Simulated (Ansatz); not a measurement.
BaZrO3 in the cubic perovskite structure, relaxed with r2SCAN. The symmetry is Pm-3m (No. 221, cubic); conventional cell a = 4.205 Å, 14.87 Å³ an atom. Around Ba lie 12 O at 2.97 Å; around Zr lie 6 O at 2.10 Å; around O lie 2 Zr at 2.10 Å and 4 Ba at 2.97 Å.

```
Ba Zr O
1.0
     4.20536    0.00000    0.00000
     0.00000    4.20536    0.00000
     0.00000    0.00000    4.20536
Ba Zr O
1 1 3
Cartesian
  0.0000 0.0000 0.0000
  2.1027 2.1027 2.1027
  2.1027 2.1027 0.0000
  2.1027 0.0000 2.1027
  0.0000 2.1027 2.1027
```

5 runs of Ansatz on this cell differ in the functional (and in the settings that go with it). Levels are in eV from each run's valence top; v1 is the last filled band, c1 the first empty one.

Run A, mean stress 0.0 GPa (compression positive):
```
point     v5     v3     v1    c1    c2    c3
    Γ  -1.01  -0.23  -0.23  3.73  3.73  3.73
    X  -1.70  -1.62  -0.47  4.09  6.17  6.17
    M  -2.32  -0.92  -0.05  6.16  6.16  6.98
```

Run B, mean stress -1.5 GPa (compression positive):
```
point     v5     v3     v1    c1    c2    c3
    Γ  -1.06  -0.27  -0.27  5.44  5.44  5.44
    X  -1.81  -1.71  -0.55  5.85  8.12  8.12
    M  -2.48  -0.98  -0.05  8.10  8.10  8.89
```

Run C, mean stress +2.4 GPa (compression positive):
```
point     v5     v3     v1    c1    c2    c3
    Γ  -0.98  -0.21  -0.21  3.22  3.22  3.22
    X  -1.71  -1.61  -0.44  3.58  5.65  5.65
    M  -2.33  -0.90  -0.05  5.65  5.65  6.45
```

Run D, mean stress -0.9 GPa (compression positive):
```
point     v5     v3     v1    c1    c2    c3
    Γ  -1.05  -0.26  -0.26  5.03  5.03  5.03
    X  -1.80  -1.70  -0.54  5.43  7.67  7.67
    M  -2.46  -0.97  -0.05  7.65  7.65  8.46
```

Run E, mean stress -6.7 GPa (compression positive):
```
point     v5     v3     v1    c1    c2    c3
    Γ  -1.00  -0.20  -0.20  3.11  3.11  3.11
    X  -1.74  -1.66  -0.44  3.47  5.60  5.60
    M  -2.38  -0.91  -0.05  5.60  5.60  6.40
```

Problem. Match the runs to LDA, PBE, r2SCAN, DDH-PBE0, PBE0.

Solution. A is r2SCAN, B is PBE0, C is PBE, D is DDH-PBE0, E is LDA. In order of the gap: LDA 3.11, PBE 3.22, r2SCAN 3.73, DDH-PBE0 5.03, PBE0 5.44 eV. The stress vanishes for r2SCAN, which relaxed the cell.

Calculated for a static, non-magnetic cell.

Spin-orbit coupling is left out.

The program warns that its thresholds are loose for a hybrid's stress.

The meshes of the hybrids are coarse, so their gaps aren't converged to the digits shown.
